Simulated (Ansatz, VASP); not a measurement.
## BN in VASP and in Ansatz

```
CELL_PARAMETERS angstrom
0.00000 1.72145 1.72145
1.72145 0.00000 1.72145
1.72145 1.72145 0.00000
ATOMIC_POSITIONS crystal
B 0.00000 0.00000 0.00000
N 0.25000 0.25000 0.25000
```

Alike in both runs: functional PBE; k mesh 16 × 16 × 16; occupations fermi-dirac, width 0.05 eV; no spin polarisation.

Ansatz relaxed the structure, and its values are those at the end. VASP's run is a single point on that final structure, the one shown.

|  | VASP | Ansatz |
| --- | --- | --- |
| version | VASP 6.6.1 | Ansatz 0.2.0 |
| potentials or method | VASP PAW PBE potentials, release 64 (B, N) | PAW with Ansatz's default frozen-core files, scalar-relativistic |
| plane-wave cutoff (eV) | 520 | 420 |
| valence electrons in the cell | 8 | 8 |

```tsv
	VASP	Ansatz	Ansatz less VASP
gap on the k mesh at the Fermi level (eV)	4.60	4.62	+0.017
```

 A k mesh can miss the band edges.
